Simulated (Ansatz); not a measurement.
**Pt: from a trial structure to a relaxed crystal**

The calculation used DFT PBE, scalar-relativistic, plane waves, PAW in Ansatz 0.2.0. Cutoff 420 eV, Γ-centred k mesh, Gaussian smearing, no spin polarisation in the final step.

The start is a random cell of Pt without symmetry, drawn with lower limits on the distances.

```
Pt
1.0
     3.44261    0.00000    0.00000
     0.71913    3.27213    0.00000
    -0.94501    2.58946    4.65192
Pt
3
Direct
  0.53518 0.54394 0.68065
  0.11415 0.56869 0.45064
  0.86648 0.17894 0.34253
```

Cell and atoms relax at zero pressure; the relaxation can't lower the symmetry of the start. After a coarse first stage the cell is made exact in the group found at 0.06 Å.

Energies count from the standard state of Pt at the same level.

Q: What does it relax into?

A: It ends in Cmmm (No. 65). Conventional cell: a = 3.797 Å, b = 9.503 Å, c = 2.725 Å. Around Pt on Wyckoff site i (2 atoms of the primitive cell) lie 8 Pt at 2.64–2.76 Å and 1 Pt at 2.92 Å; Pt on Wyckoff site c (1 atom of the primitive cell) is coordinated by 10 Pt at 2.72–2.76 Å.

```xyz
3
Lattice="1.8984 -4.7514 0.0000 1.8984 4.7514 0.0000 0.0000 0.0000 2.7248" Properties=species:S:1:pos:R:3 pbc="T T T"
Pt    1.8984   -3.2906    0.0000
Pt    1.8984    0.0000    1.3624
Pt    1.8984    3.2906    0.0000
```

Q: What are its volume, energy, density and gap?

A: The volume per atom is 16.38 Å³. The density is 19.77 g/cm³. The energy over the standard structure is 0.11 eV/atom and the gap on the 14×14×16 mesh is 0 eV (a metal).

The final run used a 14×14×16 mesh on its 3-atom cell and 0.10 eV smearing. For metals, differences of a few meV/atom aren't resolved. Spin–orbit coupling is left out. A structure relaxed within its symmetry needn't be a true minimum. The steps took about 10 core-minutes in all.